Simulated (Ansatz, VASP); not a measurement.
Two plane-wave programs on Sn

File INCAR:

```
SYSTEM = Sn
PREC = Accurate
ENCUT = 520
EDIFF = 1E-6
ISMEAR = -1
SIGMA = 0.1
LREAL = .False.
LASPH = .True.
NELM = 100
ALGO = Normal
ISIF = 2
LWAVE = .False.
LCHARG = .False.
GGA = PS
NBANDS = 13
```

The input KPOINTS:

```
Automatic mesh
0
Gamma
  11 11 11
  0 0 0
```

The input POSCAR:

```
Sn
1.0
   -1.8427171897      1.8427171897      1.8427171897
    1.8427171897     -1.8427171897      1.8427171897
    1.8427171897      1.8427171897     -1.8427171897
Sn
1
Direct
    0.0000000000      0.0000000000      0.0000000000
```

Input for Ansatz:

```yaml
crystal:
  lattice:
    - [-1.8427171897072192, 1.8427171897072192, 1.8427171897072192]
    - [1.8427171897072192, -1.8427171897072192, 1.8427171897072192]
    - [1.8427171897072192, 1.8427171897072192, -1.8427171897072192]
  atoms:
    - { symbol: Sn, position: [0.0, 0.0, 0.0] }
basis:
  ecutwfc: 420.0
kpoints:
  mp_grid:
    grid: [11, 11, 11]
hamiltonian:
  xc: pbesol
  pseudopotentials:
    kind: paw
scf:
  occupations:
    method: fermi_dirac
output:
  stress: true
```

This isn't the form of Sn at room conditions, which is tetragonal (white tin).

Alike in both runs: task single point; functional PBEsol; k mesh 11 × 11 × 11; no spin polarisation.

|  | VASP | Ansatz |
| --- | --- | --- |
| version | VASP 6.6.1 | Ansatz 0.2.0 |
| potentials or method | VASP PAW PBE potentials, release 64 (Sn_d) | plane waves, PAW |
| plane-wave cutoff (eV) | 520 | 420 |
| occupations | fermi-dirac, width 0.1 eV | fermi-dirac |
| valence electrons in the cell | 14 | 14 |

```csv
,VASP,Ansatz,Ansatz less VASP
pressure (GPa),3.0,3.1,+0.06
```

Caveats: the PAW data sets were made with another functional, which shifts forces and pressure a little (VASP).
